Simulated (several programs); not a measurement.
**What each method gives for ZnS (P6_3mc)**

A 4-atom cell of ZnS started from a crystallographic database, relaxed with r2SCAN in Ansatz, was computed with several methods. The symmetry is P6_3mc (No. 186, hexagonal); conventional cell a = 3.805 Å, c = 6.244 Å, 19.58 Å³ an atom. Zn has 4 S at 2.33–2.34 Å; S has 4 Zn at 2.33–2.34 Å. No spin polarisation and no zero-point or thermal motion.

```cif
data_structure
_symmetry_space_group_name_H-M 'P 1'
_symmetry_Int_Tables_number 1
_cell_length_a 3.8054
_cell_length_b 3.8054
_cell_length_c 6.2440
_cell_angle_alpha 90.000
_cell_angle_beta 90.000
_cell_angle_gamma 120.000
_cell_volume 78.31
loop_
_atom_site_label
_atom_site_type_symbol
_atom_site_fract_x
_atom_site_fract_y
_atom_site_fract_z
_atom_site_occupancy
Zn1 Zn 0.33333 0.66667 0.00534 1
Zn2 Zn 0.66667 0.33333 0.50534 1
S1 S 0.33333 0.66667 0.37966 1
S2 S 0.66667 0.33333 0.87966 1
```

Gaps and times are for a single point on this cell; volume and bulk modulus come from each method's own relaxation or energy curve at fixed shape, which is too stiff where a cell has free coordinates or axes. Times are rough, from shared hosts (Arm Neoverse V1), and each method has its own mesh and cell size. A dagger marks a closed or tiny gap in a crystal that DFT finds insulating: a failure of the method or a wrong SCF state. A double dagger marks a value from a curve with shape and coordinates held. PM7 (MOPAC), GFN1-xTB (tblite), GFN2-xTB (tblite) treat a cluster of cells at its zone centre, which samples few k points: where these miss a band edge, the gap comes out too large for that reason alone. Gaps from k meshes are read at a limited set of points (mesh, symmetry points, PBE's band edges), so each method's own least gap may be somewhat smaller. Force fields have no electrons; where one was fitted to this phase, its volume and modulus reflect the fit. xTB and the PM methods were fitted mostly to molecules, and can miss a solid's gap by electronvolts. Minimal bases can be far off for gaps. Times of the plane-wave ladder aren't listed, since it ran on unlike processors and cards. GLLB-SC's gap includes the derivative discontinuity. d marks a direct gap, i an indirect one (no mark: not told apart), a dash a value that wasn't computed or didn't pass its checks.

| method | kind | gap (eV) | own volume (Å³/atom) | bulk modulus (GPa) | atoms computed | processor time |
| --- | --- | --- | --- | --- | --- | --- |
| PBEsol | semilocal | – | 19.23 | – | 4 | – |
| CdTeZnSeHgS0.sw (LAMMPS) | force field | – | 19.75 | – | 4 | 0.12 s |
| light PBE (260 eV and a coarse mesh) | light plane-wave | 2.29 d | – | – | 4 | 2.2 s |
| non-self-consistent DFTB (CP2K) | tight binding | 3.12 i | – | – | 4 | 2.4 s |
| GFN1-xTB (tblite) | tight binding | 0.00† | – | – | cluster | 4.1 s |
| LDA | semilocal | 1.96 d | 18.59 | – | 4 | – |
| GFN2-xTB (tblite) | tight binding | 1.43 | 20.96‡ | 48‡ | cluster | 6.6 s |
| PBE/SZV (CP2K) | small basis | 2.19 d | 19.62‡ | 99‡ | 4 | 9.3 s |
| PBE | semilocal | 2.21 d | 20.19 | 69‡ | 4 | – |
| PBE/DZVP (CP2K) | small basis | 2.19 d | 20.26‡ | 70‡ | 4 | 28 s |
| r2SCAN | semilocal | 2.78 d | 19.58 | 78‡ | 4 | – |
| PBE/single zeta (GPAW) | small basis | 2.09 d | – | – | 4 | 54 s |
| PM7 (MOPAC) | semi-empirical | 2.83 | – | – | cluster | 63 s |
| GLLB-SC (GPAW) | model potential | 3.73 | – | – | 4 | 85 s |
| HSE06 | hybrid | 3.44 d | 19.98 | – | 4 | – |
| PBE0 | hybrid | 4.11 d | – | – | 4 | – |
| Hartree-Fock | exact exchange | 10.34 d | – | – | 4 | – |
| DDH-PBE0 | hybrid | 3.50 d | – | – | 4 | – |
| r2SCAN0 | hybrid | 4.46 d | – | – | 4 | – |

Against HSE06 (3.44 eV) and with closed or daggered gaps left aside, the nearest gap at the points sampled is that of DDH-PBE0 (+0.06 eV) and the farthest that of Hartree-Fock (+6.90 eV). HSE06 is only a yardstick of convenience, and nearness to it can be luck.

Volumes against r2SCAN's: PBEsol -1.8 %, CdTeZnSeHgS0.sw (LAMMPS) +0.9 %, LDA -5.1 %, PBE +3.1 %, HSE06 +2.1 %.
